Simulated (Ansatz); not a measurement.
**Phases of WC at -0.037 GPa**

Structure types of WC are relaxed in primitive cells with their symmetry kept at -0.037 GPa, on PAW files; LAPW relaxes the small cells further and takes the PAW cell for the others (marked *). The enthalpy is E + pV at zero temperature, without zero-point motion. Only the types listed were tried, and differences under about 5 meV/atom are mesh noise. The real phase may be another.

Computed with Ansatz 0.2.0; functional PBE, scalar-relativistic. Settings: Fermi–Dirac smearing of 0.08 eV, no spin polarisation. Methods: LAPW: all electrons, basis error target 0.5 meV/atom; PAW: frozen-core files, cutoff 420 eV.

k meshes: rocksalt 15×15×15, CsCl 14×14×14, WC 15×15×14, NiAs 10×10×6, zincblende 14×14×14.

Spin–orbit coupling is left out, which matters for the heavy atoms.

```json
{"start type": "rocksalt", "ends as": "rocksalt, Fm-3m", "a, b, c (Å)": "4.381, 4.381, 4.381", "V (Å³/atom)": "10.51", "H − H(lowest), LAPW (meV/atom)": "?"}
{"start type": "CsCl", "ends as": "CsCl, Pm-3m", "a, b, c (Å)": "2.728, 2.728, 2.728", "V (Å³/atom)": "10.15", "H − H(lowest), LAPW (meV/atom)": "914.2"}
{"start type": "WC", "ends as": "WC, P-6m2", "a, b, c (Å)": "2.923, 2.923, 2.847", "V (Å³/atom)": "10.53", "H − H(lowest), LAPW (meV/atom)": "0.0"}
{"start type": "NiAs*", "ends as": "NiAs, P6_3/mmc", "a, b, c (Å)": "2.918, 2.918, 5.752", "V (Å³/atom)": "10.60", "H − H(lowest), LAPW (meV/atom)": "203.1"}
{"start type": "zincblende", "ends as": "zincblende, F-43m", "a, b, c (Å)": "4.699, 4.699, 4.699", "V (Å³/atom)": "12.97", "H − H(lowest), LAPW (meV/atom)": "?"}
```

Question: Give the missing entry: row "zincblende", column "H − H(lowest), LAPW (meV/atom)".

Answer: 675.0.

Question: Give the missing entry: row "rocksalt", column "H − H(lowest), LAPW (meV/atom)".

Answer: 446.1.
